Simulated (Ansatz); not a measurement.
**Ga, fcc: geometry optimisation**

The calculation used Ansatz 0.2.0, DFT, PBEsol, plane waves (420 eV) with PAW, scalar-relativistic. The PAW files were generated under PBE, with cores re-solved for the functional.

k-point mesh 13×13×13, Fermi-Dirac smearing 0.1 eV, no spin polarisation. Cell and atoms relax.

Starting structure:

```yaml
crystal:
  lattice:
    - [0.0, 2.1397919757, 2.1397919757]
    - [2.1397919757, 0.0, 2.1397919757]
    - [2.1397919757, 2.1397919757, 0.0]
  atoms:
    - { symbol: Ga, position: [0.0, 0.0, 0.0] }
hamiltonian:
  xc: pbesol
  pseudopotentials:
    kind: paw
    azcp:
      Ga: "pseudopotentials/Ga.paw.azcp"
basis:
  ecutwfc: 420
  fft_grid_basis: typed
kpoints:
  mp_grid: { grid: [13, 13, 13], shift: [0, 0, 0] }
magnetization:
  spin_polarized: false
scf:
  occupations: { method: fermi_dirac, width: 0.1 }
relax:
  max_steps: 60
  f_tol: 0.01
  cell: {}
output:
  write_density: true
  write_potential: true
  elf: true
  volumetric_format: npy
```

**Question.** What cell does the relaxation end in?

**Answer.** Fm-3m with a = 4.143 Å; 17.78 Å³ per atom against 19.59 at the start (-9.2 %).

**Question.** How much energy does the relaxation gain?

**Answer.** 28.9 meV per atom.
